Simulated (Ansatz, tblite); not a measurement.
# MgI2 with GFN1-xTB from a Python script

These are simulated results from tblite 0.8.0, not measurements. The cell was built from a prototype and was relaxed with r2SCAN+rVV10 in plane waves (Ansatz 0.2.0). Not every such cell is a known phase. All runs are without spin polarisation.

Space group P6_3/mmc (No. 194), hexagonal; conventional cell a = 4.055 Å, c = 14.504 Å, 34.43 Å³ an atom. Around Mg lie 6 I at 2.98 Å; around I lie 3 Mg at 2.98 Å.

tblite solves periodic systems at the zone centre alone, so the script builds a cluster of 3×3×1 conventional cells (54 atoms), which folds in a coarse mesh of k points.

The script, run.py:

```python
import json
from ase import Atoms
from ase.build import make_supercell
from ase.units import Bohr, GPa, Hartree
from tblite.interface import Calculator

atoms = Atoms(['Mg', 'Mg', 'I', 'I', 'I', 'I'],
              cell=[[4.05548202, 0.0, 0.0], [-2.02774101, 3.51215045, 0.0], [0.0, 0.0, 14.50410124]],
              scaled_positions=[[0.333333333, 0.666666667, 0.25], [0.666666667, 0.333333333, 0.75], [0.666666667, 0.333333333, 0.376854612], [0.666666667, 0.333333333, 0.123145388], [0.333333333, 0.666666667, 0.876854612], [0.333333333, 0.666666667, 0.623145388]],
              pbc=True)
cluster = make_supercell(atoms, [[3, 0, 0], [0, 3, 0], [0, 0, 1]])
calc = Calculator('GFN1-xTB', cluster.numbers, cluster.positions / Bohr, lattice=cluster.cell[:] / Bohr, periodic=cluster.pbc)
calc.set('temperature', 0.02 / Hartree)
calc.set('max-iter', 150)
res = calc.singlepoint()
levels = res.get('orbital-energies') * Hartree
nv = round(res.get('orbital-occupations').sum() / 2)
cells = len(cluster) // len(atoms)
out = {'energy_per_cell': res.get('energy') * Hartree / cells, 'homo': levels[nv - 1], 'lumo': levels[nv],
       'stress': (-res.get('virial') * Hartree / cluster.get_volume() / GPa).tolist(), 'charges': res.get('charges')[:len(atoms)].tolist(), 'electrons': 2 * nv / cells}
json.dump(out, open('results.json', 'w'))
for key, value in out.items():
    print(key, value)
```

Command: `python run.py`. It took 2.6 s on 1 thread of Arm Neoverse V1, on a shared host, peak memory 0.11 GiB.

Output:

```
------------------------------------------------------------
  cycle        total energy    energy error   density error
------------------------------------------------------------
      1     -155.2752265585  -1.5497441E+02   6.3534628E-01
      2     -156.8364311086  -1.5612046E+00   2.8265009E-01
      3     -157.1017009553  -2.6526985E-01   2.3312222E-01
      4     -157.3941475712  -2.9244662E-01   2.3180317E-02
      5     -157.4045435500  -1.0395979E-02   1.0808165E-03
      6     -157.4045672803  -2.3730277E-05   2.4534007E-04
      7     -157.4045679953  -7.1500256E-07   5.1135443E-05
      8     -157.4045680524  -5.7139999E-08   2.9887784E-05
      9     -157.4045680698  -1.7389112E-08   2.3283407E-07
------------------------------------------------------------

 total:                                   1.902 sec
energy_per_cell -475.9107181940314
homo -9.732442795505872
lumo -7.975533400966497
stress [[3.863695986053948, -5.2971039995730435e-06, 1.458710156680023e-07], [-5.29710399978859e-06, 3.8636899202706814, -8.421867166359929e-08], [1.4587101566257495e-07, -8.421867174284791e-08, -0.3842914822932829]]
charges [0.2811771862631518, 0.2811771862631526, -0.14058863647879366, -0.14058851814798157, -0.14058851814797052, -0.14058863647879438]
electrons 32.0
```

The cycle table is in hartree for the whole cluster, and the lines after it are in eV (the energy for one cell). The printed stress is in GPa and positive in compression, and the pressure is its mean diagonal.

GFN1-xTB gives a gap of 1.76 eV. On the same cell, plane-wave PBE (Ansatz, 12×12×2 k points and the special points) gives a gap of 2.59 eV and r2SCAN a gap of 3.12 eV; on shared hosts these took about 25 and 56 core-seconds on the 6-atom cell, against 2.6 for the script. Spin-orbit coupling, left out in all these runs, can cut or reorder the gap by tenths of an eV, up to about 1 eV with Pb or Bi. xTB was fitted to molecules, so gaps, charges and pressures of solids can be far off, and the gap also depends on the size of the cluster.

The same script was run on cells scaled at fixed shape and fractional coordinates:

```csv
volume (Å³/atom),energy (meV/atom),"pressure (GPa, positive in compression)",gap (eV)
30.30,141.2,9.33,1.73
32.37,48.7,5.28,1.76
34.43,0.0,2.45,1.76
36.50,-17.9,0.44,1.73
38.56,-13.6,-1.02,1.69
```

A Birch-Murnaghan fit puts the minimum at 37.05 Å³/atom, 7.6 % above the given cell, with a bulk modulus of 27.8 GPa at fixed shape.

xTB was fitted mostly to molecules, and a small cluster samples few k points, so gaps, pressures and kinks along a curve can be far from a solid's.

No spin-orbit coupling is included; it can move band edges with weight on the heavy atoms by tenths of an eV.
